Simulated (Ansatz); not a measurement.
## MnO2: how the axes shrink under pressure

MnO2, P4_2/mnm, a = 4.456 Å, c = 2.943 Å. Ansatz: PBE+U, PAW, 420 eV, Γ-centred 8×8×12 mesh on 6 atoms, Gaussian smearing 0.10 eV; U_eff Mn 3.90 eV; collinear spin, largest moment 2.8 μB. Cell and atoms are relaxed at each pressure, and no other structure is tried, so the rows at high pressure may lie past a change of phase. y = 100 ln(c/c0) with c0 = 2.9434 Å, so nearly a change in per cent. The pressures are the targets, met within 0.05 GPa.

| P (GPa) | y | 100 ln(a/a0) |
| --- | --- | --- |
| -3.0 | ? | ? |
| 0.0 | 0.00 | 0.00 |
| 3.0 | -0.49 | -0.60 |
| 8.0 | -1.16 | -1.46 |
| 15.0 | -1.93 | -2.48 |
| 30.0 | -3.25 | -4.28 |
| 60.0 | -5.21 | -7.02 |

Task: Fit y = c1 P + c2 P² to the other rows, give the linear compressibility along c, and predict the missing y.

Result: Least squares on the rows shown. y = −0.1376 P + 0.0008529 P². The linear compressibility along c is −c1/100 = 1.38 per TPa, against 1.76 along a from the same fit to the last column (its missing entry is 0.70): the crystal is softer along a at low pressure. The runs next to zero pressure give 1.84 and 2.17, so a parabola over the whole range misstates the start. With a term in P³ added, the coefficient of P becomes -0.1603, 17 % more, which shows how far this figure hangs on the form. At P = -3.0 the fit asked for gives 0.42. The run gave 0.62, so the fit is 0.20 too low, 3.4 % of the span of the series, against an rms of 0.09 on the fitted rows. The row lies outside the fitted range. With a term in P³ added, a fit to the same known rows predicts 0.50, which recovers part of the miss; the known rows don't hold the rest.

The state reached may not be the lowest one. The program reads another magnetic order as possibly lower. Moments started parallel, and an antiferromagnetic order may lie lower.